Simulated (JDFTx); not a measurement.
# TaS2 (P-3m1) in JDFTx: equation of state

How stiff is TaS2 in PBEsol, and what volume does it want? The cell is scaled to several volumes.

All numbers are computed with JDFTx 1.7.0 (patched build); they aren't measurements. Logs are shortened: lines on timing, memory, paths and dates and some standing lists are left out, and cuts for length are marked. The log counts tension as positive stress, the text compression.

**1. The structure**

It takes space group P-3m1 (No. 164, trigonal). Conventional cell: a = 3.350 Å, b = 3.350 Å, c = 5.860 Å, α = 90.00°, β = 90.00°, γ = 120.00°. Ta (site symmetry -3m) is surrounded by 6 S at 2.43 Å. S (site symmetry 3m) is surrounded by 3 Ta at 2.43 Å.

**2. Equation of state, PBEsol, 17.85 Å³/atom (volume scaled by 0.94)**

TaS2.in reads:

```
lattice \
    6.2013506942    -3.1006753471     0.0000000000 \
    0.0000000000     5.3705272390     0.0000000000 \
    0.0000000000     0.0000000000    10.8477358413
coords-type Lattice
ion Ta     0.0000000000     0.0000000000     0.0000000000 1
ion S      0.6666666667     0.3333333333     0.7500000000 1
ion S      0.3333333333     0.6666666667     0.2500000000 1

ion-species pseudo/Ta.upf
ion-species pseudo/S.upf
elec-cutoff 29 232
elec-ex-corr gga-PBEsol
kpoint-folding 9 9 5
elec-smearing Fermi 0.0018374661
elec-n-bands 19
electronic-SCF nIterations 100 energyDiffThreshold 1e-09
electronic-minimize nIterations 30 energyDiffThreshold 1e-7
forces-output-coords Cartesian

dump-name run.$VAR
dump End Ecomponents EigStats BandEigs Kpoints Forces Stress
```

Potentials or basis: PseudoDojo-SR-PBEsol-0.4.1-standard with smoothed tails.

Started as:

```bash
> jdftx -c 1 -i TaS2.in -o TaS2.out
```

The program printed:

```text
*************** JDFTx 1.7.0 (patched build) ***************

Input parsed successfully to the following command list (including defaults):
[... the input with its defaults ...]

---------- Setting up symmetries ----------

Found 24 point-group symmetries of the bravais lattice
Found 12 space-group symmetries with basis
Applied RMS atom displacement 2.92334e-10 bohrs to make symmetries exact.

---------- Initializing the Grid ----------
R =
[      6.20135     -3.10068            0  ]
[            0      5.37053            0  ]
[            0            0      10.8477  ]
unit cell volume = 361.279
G =
[     1.0132   0.584969         -0  ]
[          0    1.16994          0  ]
[          0         -0   0.579216  ]
Minimum fftbox size, Smin = [  44  44  76  ]
Chosen fftbox size, S = [  48  48  80  ]

---------- Initializing tighter grid for wavefunction operations ----------
R =
[      6.20135     -3.10068            0  ]
[            0      5.37053            0  ]
[            0            0      10.8477  ]
unit cell volume = 361.279
G =
[     1.0132   0.584969         -0  ]
[          0    1.16994          0  ]
[          0         -0   0.579216  ]
Minimum fftbox size, Smin = [  32  32  56  ]
Chosen fftbox size, S = [  32  32  56  ]

---------- Exchange Correlation functional ----------
Initalized PBEsol GGA exchange.
Initalized PBEsol GGA correlation.

---------- Setting up pseudopotentials ----------
Width of ionic core gaussian charges (only for fluid interactions / plotting) set to 0

Reading pseudopotential file 'pseudo/Ta.upf':
  'Ta' pseudopotential, 'PBESOL' functional
  Generated using ONCVPSP code by D. R. Hamann
  13 valence electrons, 4 orbitals, 8 projectors, 1001 radial grid points, with lMax = 3
    5S    l: 0   occupation:  2.0   eigenvalue: -2.683866
    5P    l: 1   occupation:  6.0   eigenvalue: -1.448529
    5D    l: 2   occupation:  3.0   eigenvalue: -0.133056
    6S    l: 0   occupation:  2.0   eigenvalue: -0.201047
  Core radius for overlap checks: 2.22 bohrs.

Reading pseudopotential file 'pseudo/S.upf':
  'S' pseudopotential, 'PBESOL' functional
  Generated using ONCVPSP code by D. R. Hamann
  6 valence electrons, 2 orbitals, 6 projectors, 1001 radial grid points, with lMax = 2
    3S    l: 0   occupation:  2.0   eigenvalue: -0.631879
    3P    l: 1   occupation:  4.0   eigenvalue: -0.256451
  Core radius for overlap checks: 1.58 bohrs.

Initialized 2 species with 3 total atoms.

Folded 1 k-points by 9x9x5 to 405 k-points.

---------- Setting up k-points, bands, fillings ----------
Reduced to 50 k-points under symmetry.
Computing the number of bands and number of electrons
Calculating initial fillings.
nElectrons:  25.000000   nBands: 19   nStates: 50

----- Setting up reduced wavefunction bases (one per k-point) -----
average nbasis = 2695.716 , ideal nbasis = 2694.842

---------- Setting up ewald sum ----------
Optimum gaussian width for ewald sums = 2.365941 bohr.
Real space sum over 1521 unit cells with max indices [  6  6  4  ]
Reciprocal space sum over 2057 terms with max indices [  5  5  8  ]

---------- Allocating electronic variables ----------
Initializing wave functions:  linear combination of atomic orbitals
Note: number of bands (19) exceeds available atomic orbitals (18)
Ta pseudo-atom occupations:   s ( 2 2 )  p ( 6 )  d ( 3 )
S pseudo-atom occupations:   s ( 2 )  p ( 4 )
	FillingsUpdate:  mu: +0.393968168  nElectrons: 25.000000
LCAOMinimize: Iter:   0  F: -79.5184481315530860  |grad|_K:  5.198e-03  alpha:  1.000e+00
	FillingsUpdate:  mu: +0.408546319  nElectrons: 25.000000
LCAOMinimize: Iter:   1  F: -79.5598688182933955  |grad|_K:  3.307e-03  alpha:  9.898e-02  linmin: -3.556e-01  cgtest:  9.454e-01
LCAOMinimize: Encountered beta<0, resetting CG.
[... 12 lines of inner loops ...]
LCAOMinimize: Iter:   7  F: -79.5840868377065505  |grad|_K:  5.872e-07  alpha:  6.612e-01  linmin: -3.735e-04  cgtest: -7.253e-03
	FillingsUpdate:  mu: +0.434278133  nElectrons: 25.000000
LCAOMinimize: Iter:   8  F: -79.5840868396626604  |grad|_K:  3.698e-07  alpha:  6.282e-01  linmin: -1.512e-04  cgtest:  2.790e-04
LCAOMinimize: Converged (|Delta F|<1.000000e-06 for 2 iters).

-------- Electronic minimization -----------
Will mix electronic density at each iteration.
	FillingsUpdate:  mu: +0.434278133  nElectrons: 25.000000
	FillingsUpdate:  mu: +0.415159446  nElectrons: 25.000000
SCF: Cycle:  0   F: -79.645210983240062   dF: -6.112e-02   |Residual|: 1.569e-01   |deigs|: 8.029e-02
	FillingsUpdate:  mu: +0.420528331  nElectrons: 25.000000
SCF: Cycle:  1   F: -79.736973791579587   dF: -9.176e-02   |Residual|: 7.204e-02   |deigs|: 1.032e-02
	FillingsUpdate:  mu: +0.419455671  nElectrons: 25.000000
SCF: Cycle:  2   F: -79.747690021817803   dF: -1.072e-02   |Residual|: 1.998e-02   |deigs|: 7.281e-03
	FillingsUpdate:  mu: +0.420469403  nElectrons: 25.000000
SCF: Cycle:  3   F: -79.748387707985060   dF: -6.977e-04   |Residual|: 1.162e-02   |deigs|: 8.967e-04
	FillingsUpdate:  mu: +0.421380436  nElectrons: 25.000000
SCF: Cycle:  4   F: -79.748392407692819   dF: -4.700e-06   |Residual|: 3.193e-03   |deigs|: 7.263e-04
	FillingsUpdate:  mu: +0.421462896  nElectrons: 25.000000
SCF: Cycle:  5   F: -79.748427148989933   dF: -3.474e-05   |Residual|: 9.639e-04   |deigs|: 2.272e-04
	FillingsUpdate:  mu: +0.421568946  nElectrons: 25.000000
SCF: Cycle:  6   F: -79.748428286843449   dF: -1.138e-06   |Residual|: 2.378e-04   |deigs|: 1.167e-04
	FillingsUpdate:  mu: +0.421597757  nElectrons: 25.000000
SCF: Cycle:  7   F: -79.748428537893005   dF: -2.510e-07   |Residual|: 6.869e-05   |deigs|: 3.406e-05
	FillingsUpdate:  mu: +0.421602556  nElectrons: 25.000000
SCF: Cycle:  8   F: -79.748428628892910   dF: -9.100e-08   |Residual|: 3.732e-05   |deigs|: 1.880e-05
	FillingsUpdate:  mu: +0.421601186  nElectrons: 25.000000
SCF: Cycle:  9   F: -79.748428660795412   dF: -3.190e-08   |Residual|: 3.390e-05   |deigs|: 1.726e-05
	FillingsUpdate:  mu: +0.421599462  nElectrons: 25.000000
SCF: Cycle: 10   F: -79.748428675075928   dF: -1.428e-08   |Residual|: 1.594e-05   |deigs|: 2.010e-05
	FillingsUpdate:  mu: +0.421598715  nElectrons: 25.000000
SCF: Cycle: 11   F: -79.748428679552234   dF: -4.476e-09   |Residual|: 2.803e-06   |deigs|: 1.126e-05
	FillingsUpdate:  mu: +0.421598634  nElectrons: 25.000000
SCF: Cycle: 12   F: -79.748428681648193   dF: -2.096e-09   |Residual|: 4.946e-06   |deigs|: 1.334e-05
	FillingsUpdate:  mu: +0.421598323  nElectrons: 25.000000
SCF: Cycle: 13   F: -79.748428682255920   dF: -6.077e-10   |Residual|: 1.954e-06   |deigs|: 7.529e-06
	FillingsUpdate:  mu: +0.421598240  nElectrons: 25.000000
SCF: Cycle: 14   F: -79.748428682594735   dF: -3.388e-10   |Residual|: 1.399e-06   |deigs|: 1.572e-05
SCF: Converged (|Delta E|<1.000000e-09 for 2 iters).

Setting wave functions to eigenvectors of Hamiltonian

# Stress tensor in Cartesian coordinates [Eh/a0^3]:
[ -0.000438114            0            0  ]
[            0 -0.000438114            0  ]
[            0            0 -0.000629491  ]

# Ionic positions in lattice coordinates:
ion Ta   0.000000000000000   0.000000000000000   0.000000000000000 1
ion S   0.666666666666667   0.333333333333333   0.750000000000000 1
ion S   0.333333333333333   0.666666666666667   0.250000000000000 1

# Forces in Cartesian coordinates:
force Ta  -0.000000000000000   0.000000000000000   0.000000000000000 1
force S  -0.000000000000000  -0.000000000000000  -0.041271281530840 1
force S   0.000000000000000   0.000000000000000   0.041271281530841 1

# Energy components:
   Eewald =      -56.5056941941695996
       EH =       19.8617210598978886
     Eloc =      -62.2624795153090886
      Enl =        7.6549485008086311
      Exc =      -21.1371675297992354
 Exc_core =        7.4783808743653033
       KE =       25.1623779489017103
-------------------------------------
     Etot =      -79.7479128553043921
       TS =        0.0005158272903442
-------------------------------------
        F =      -79.7484286825947351

IonicMinimize: Iter:   0  F: -79.748428682594735  |grad|_K:  1.946e-02
IonicMinimize: None of the convergence criteria satisfied after 0 iterations.

#--- Lowdin population analysis ---
# oxidation-state Ta +0.415
# oxidation-state S -0.110 -0.110

Dumping 'run.eigStats' ...
	eMin: -2.095747 at state 2 ( [ +0.000000 +0.000000 +0.400000 ] spin 0 )
	HOMO: +0.421517 at state 36 ( [ +0.111111 +0.444444 +0.000000 ] spin 0 )
	mu  : +0.421598
	LUMO: +0.424183 at state 23 ( [ +0.111111 +0.111111 +0.000000 ] spin 0 )
	eMax: +0.787734 at state 47 ( [ +0.333333 +0.333333 +0.000000 ] spin 0 )
	HOMO-LUMO gap: +0.002666
	Optical gap  : +0.008430 at state 0 ( [ +0.000000 +0.000000 +0.000000 ] spin 0 )
Done!
```

Run time: 87 s. Hardware: 1 thread of Intel Xeon Platinum 8488C (Sapphire Rapids), shared host; peak memory 0.24 GiB.

Results:

- Free energy: -2170.0653 eV
- Pressure: 14.8 GPa
- Largest force: 2.122 eV/Å
- Band gap on the k mesh: none (metal or under the smearing width)

Caveat: this functional lacks dispersion, which binds the layers, so the pressure and a relaxed spacing across them are unreliable; forces of over 1 eV/Å show positions far from the minimum, so gaps and moduli don't describe the material at rest.

**3. Equation of state, PBEsol, 18.23 Å³/atom (volume scaled by 0.96)**

TaS2.in, as its differences from that of step 2:

```diff
@@ -1,5 +1,5 @@
 lattice \
-    6.2013506942    -3.1006753471     0.0000000000 \
-    0.0000000000     5.3705272390     0.0000000000 \
-    0.0000000000     0.0000000000    10.8477358413
+    6.2450236169    -3.1225118084     0.0000000000 \
+    0.0000000000     5.4083490996     0.0000000000 \
+    0.0000000000     0.0000000000    10.9241308641
 coords-type Lattice
```

Potentials or basis: PseudoDojo-SR-PBEsol-0.4.1-standard with smoothed tails.

Started as:

```bash
> jdftx -c 1 -i TaS2.in -o TaS2.out
```

Run time: 90 s. Hardware: 1 thread of Intel Xeon Platinum 8488C (Sapphire Rapids), shared host; peak memory 0.24 GiB.

It converged, with:

| Quantity | Value |
| --- | --- |
| Free energy | -2170.1564 eV |
| Pressure | 10.9 GPa |
| Largest force | 1.711 eV/Å |
| Band gap on the k mesh | none (metal or under the smearing width) |
| Loewdin charges | Ta +0.44; S -0.13 e |

Caveat: this functional lacks dispersion, which binds the layers, so the pressure and a relaxed spacing across them are unreliable; forces of over 1 eV/Å show positions far from the minimum, so gaps and moduli don't describe the material at rest.

**4. Equation of state, PBEsol, 18.60 Å³/atom (volume scaled by 0.98)**

TaS2.in, as its differences from that of step 3:

```diff
@@ -1,5 +1,5 @@
 lattice \
-    6.2450236169    -3.1225118084     0.0000000000 \
-    0.0000000000     5.4083490996     0.0000000000 \
-    0.0000000000     0.0000000000    10.9241308641
+    6.2880941064    -3.1440470531     0.0000000000 \
+    0.0000000000     5.4456492376     0.0000000000 \
+    0.0000000000     0.0000000000    10.9994720785
 coords-type Lattice
```

Started as:

```bash
> jdftx -c 1 -i TaS2.in -o TaS2.out
```

Wall time 89 s (1 thread of Intel Xeon Platinum 8488C (Sapphire Rapids), shared host); peak memory 0.24 GiB.

Results (log left out):

```yaml
Free_energy: -2170.2216 eV
Pressure: 7.4 GPa
Largest_force: 1.329 eV/Å
Band_gap_on_the_k_mesh: none (metal or under the smearing width)
Loewdin_charges: Ta +0.47; S -0.14 e
```

Caveat: this functional lacks dispersion, which binds the layers, so the pressure and a relaxed spacing across them are unreliable; forces of over 1 eV/Å show positions far from the minimum, so gaps and moduli don't describe the material at rest.

**5. Equation of state, PBEsol, 18.98 Å³/atom**

TaS2.in, as its differences from that of step 4:

```diff
@@ -1,5 +1,5 @@
 lattice \
-    6.2880941064    -3.1440470531     0.0000000000 \
-    0.0000000000     5.4456492376     0.0000000000 \
-    0.0000000000     0.0000000000    10.9994720785
+    6.3305825175    -3.1652912587     0.0000000000 \
+    0.0000000000     5.4824452809     0.0000000000 \
+    0.0000000000     0.0000000000    11.0737950903
 coords-type Lattice
```

Started as:

```bash
> jdftx -c 1 -i TaS2.in -o TaS2.out
```

It took 93 s on 1 thread of Intel Xeon Platinum 8488C (Sapphire Rapids), shared host; peak memory 0.25 GiB.

The run converged. Its results:

* Free energy: -2170.2632 eV
* Pressure: 4.3 GPa
* Largest force: 0.973 eV/Å
* Band gap on the k mesh: none (metal or under the smearing width)
* Loewdin charges: Ta +0.50; S -0.15 e

Caveat: this functional lacks dispersion, which binds the layers, so the pressure and a relaxed spacing across them are unreliable.

**6. Equation of state, PBEsol, 19.36 Å³/atom (volume scaled by 1.02)**

TaS2.in, as its differences from that of step 5:

```diff
@@ -1,5 +1,5 @@
 lattice \
-    6.3305825175    -3.1652912587     0.0000000000 \
-    0.0000000000     5.4824452809     0.0000000000 \
-    0.0000000000     0.0000000000    11.0737950903
+    6.3725081268    -3.1862540634     0.0000000000 \
+    0.0000000000     5.5187539237     0.0000000000 \
+    0.0000000000     0.0000000000    11.1471336189
 coords-type Lattice
```

Potentials or basis: PseudoDojo-SR-PBEsol-0.4.1-standard with smoothed tails.

Started as:

```bash
> jdftx -c 1 -i TaS2.in -o TaS2.out
```

Run time: 94 s. Hardware: 1 thread of Intel Xeon Platinum 8488C (Sapphire Rapids), shared host; peak memory 0.26 GiB.

Results (log left out):

| Property | Result |
| --- | --- |
| Free energy | -2170.2835 eV |
| Pressure | 1.5 GPa |
| Largest force | 0.640 eV/Å |
| Band gap on the k mesh | none (metal or under the smearing width) |
| Loewdin charges | Ta +0.52; S -0.17 e |

Caveat: this functional lacks dispersion, which binds the layers, so the pressure and a relaxed spacing across them are unreliable.

**7. Equation of state, PBEsol, 19.74 Å³/atom (volume scaled by 1.04)**

TaS2.in, as its differences from that of step 6:

```diff
@@ -1,5 +1,5 @@
 lattice \
-    6.3725081268    -3.1862540634     0.0000000000 \
-    0.0000000000     5.5187539237     0.0000000000 \
-    0.0000000000     0.0000000000    11.1471336189
+    6.4138892093    -3.2069446046     0.0000000000 \
+    0.0000000000     5.5545909923     0.0000000000 \
+    0.0000000000     0.0000000000    11.2195196317
 coords-type Lattice
```

Started as:

```bash
> jdftx -c 1 -i TaS2.in -o TaS2.out
```

Wall time 96 s (1 thread of Intel Xeon Platinum 8488C (Sapphire Rapids), shared host); peak memory 0.27 GiB.

Results (log left out):

```
Free energy            : -2170.2846 eV
Pressure               : -1.1 GPa
Largest force          : 0.331 eV/Å
Band gap on the k mesh : none (metal or under the smearing width)
Loewdin charges        : Ta +0.55; S -0.18 e
```

Caveat: this functional lacks dispersion, which binds the layers, so the pressure and a relaxed spacing across them are unreliable.

**8. Equation of state, PBEsol, 20.12 Å³/atom (volume scaled by 1.06)**

TaS2.in, as its differences from that of step 7:

```diff
@@ -1,5 +1,5 @@
 lattice \
-    6.4138892093    -3.2069446046     0.0000000000 \
-    0.0000000000     5.5545909923     0.0000000000 \
-    0.0000000000     0.0000000000    11.2195196317
+    6.4547431082    -3.2273715542     0.0000000000 \
+    0.0000000000     5.5899715066     0.0000000000 \
+    0.0000000000     0.0000000000    11.2909834670
 coords-type Lattice
```

Started as:

```bash
> jdftx -c 1 -i TaS2.in -o TaS2.out
```

Run time: 96 s. Hardware: 1 thread of Intel Xeon Platinum 8488C (Sapphire Rapids), shared host; peak memory 0.27 GiB.

The run converged. Its results:

- Free energy: -2170.2683 eV
- Pressure: -3.4 GPa
- Largest force: 0.042 eV/Å
- Band gap on the k mesh: none (metal or under the smearing width)
- Loewdin charges: Ta +0.57; S -0.19 e

Caveat: this functional lacks dispersion, which binds the layers, so the pressure and a relaxed spacing across them are unreliable.

**9. Equation of state, PBEsol**

Potentials or basis: PseudoDojo-SR-PBEsol-0.4.1-standard with smoothed tails.

This step only gathers the single runs of the series.

Results:

| Property | Result |
| --- | --- |
| Equilibrium volume | 19.58 Å³/atom |
| Bulk modulus at fixed shape and positions | 132 GPa |
| Pressure derivative of the bulk modulus | 4.1 |

Energy against volume, from the lowest point:
```tsv
volume (Å³/atom)	energy (meV/atom)
17.845	73.11
18.225	42.73
18.605	21.02
18.984	7.15
19.364	0.37
19.744	0.00
20.123	5.43
```

Caveat: the cell was scaled at fixed shape and fractional positions, which overstates the stiffness of a crystal with free parameters, most of all of layers and chains; this functional lacks dispersion, which binds the layers, so the pressure and a relaxed spacing across them are unreliable. Spin-orbit coupling is left out, which matters for the levels of Ta.
